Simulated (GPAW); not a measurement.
BeTe in GPAW: the effect of functional

The system is BeTe.

```xyz
2
Lattice="0.0000 2.7700 2.7700 2.7700 0.0000 2.7700 2.7700 2.7700 0.0000" Properties=species:S:1:pos:R:3 pbc="T T T"
Te    4.1550    4.1550    4.1550
Be    0.0000    0.0000    0.0000
```

Alike in all runs:

* Program: GPAW 26.7.0
* Cutoff: 800 eV
* Basis: pw
* k mesh: 8 × 8 × 8
* Occupations: fermi-dirac, width 0.05 eV
* Spin: no spin polarisation

Task: One run gave: gap on the mesh 2.52 eV. Which functional did it use?
A. TB-mBJ
B. PBEsol
C. r2SCAN

Result: A.

```tsv
functional	potentials or basis	gap on the mesh (eV)
TB-mBJ	GPAW PAW data sets for LDA (gpaw-data 1.2.1)	2.52
PBEsol	PAW data sets generated in the run's folder for this functional	1.75
r2SCAN	GPAW PAW data sets (gpaw-data 1.2.1)	2.22
```

Caveats: spin-orbit coupling is left out, which moves the levels of the heavy elements; a model potential gives levels but no total energy (some runs).

A k mesh can miss the band edges.
